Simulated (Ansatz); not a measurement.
The system is CdSe (Cadmoselite).

```
CELL_PARAMETERS angstrom
4.50507 0.00000 0.00000
-2.25253 3.90150 0.00000
0.00000 0.00000 7.35478
ATOMIC_POSITIONS crystal
Cd 0.66667 0.33333 0.50000
Cd 0.33333 0.66667 0.00000
Se 0.66667 0.33333 0.88500
Se 0.33333 0.66667 0.38500
```

The cell isn't the ideal one: volume scaled by 1.15.

```yaml
Program: Ansatz 0.2.0
Task: relaxation of cell and atoms
Functional: PBE
Potentials_or_basis: all-electron LAPW, scalar-relativistic
Basis_error_allowed: 0.001 eV/atom
k_mesh: 5 × 5 × 3
Occupations: fermi-dirac, width 0.15 eV
Spin: non-collinear spin, antiferromagnetic start
Starting_moments: "[[0.5, 0.0, 0.0], [-0.5, -0.0, -0.0], [0.0, 0.0, 0.0], [0.0, 0.0, 0.0]] μB"
```

At the start: volume 32.32 Å³/atom.

Problem. How do energy, volume and symmetry change on relaxing?

Solution. Over 5 steps the energy falls by 28.1 meV/atom and the volume is 29.81 Å³/atom (-7.8 %); space group P6_3mc (No. 186, to 0.05 Å); moment 0.00 μB per cell.

Step by step:
| step | energy change (eV) | largest force (eV/Å) | volume (Å³) |
| --- | --- | --- | --- |
| 1 | 0.0000 | 0.1670 | 129.27 |
| 2 | -0.0835 | 0.1231 | 114.66 |
| 3 | -0.1111 | 0.0453 | 120.06 |
| 4 | -0.1126 | 0.0028 | 119.23 |
| 5 | -0.1126 | 0.0028 | 119.23 |

Final structure:
```
Cd Se
1.0
     4.38620    0.00000    0.00000
    -2.19310    3.79856    0.00000
     0.00000    0.00000    7.15617
Cd Se
2 2
Direct
  0.66667 0.33333 0.50461
  0.33333 0.66667 0.00461
  0.66667 0.33333 0.88039
  0.33333 0.66667 0.38039
```

Caveat: the starting moments weren't kept.
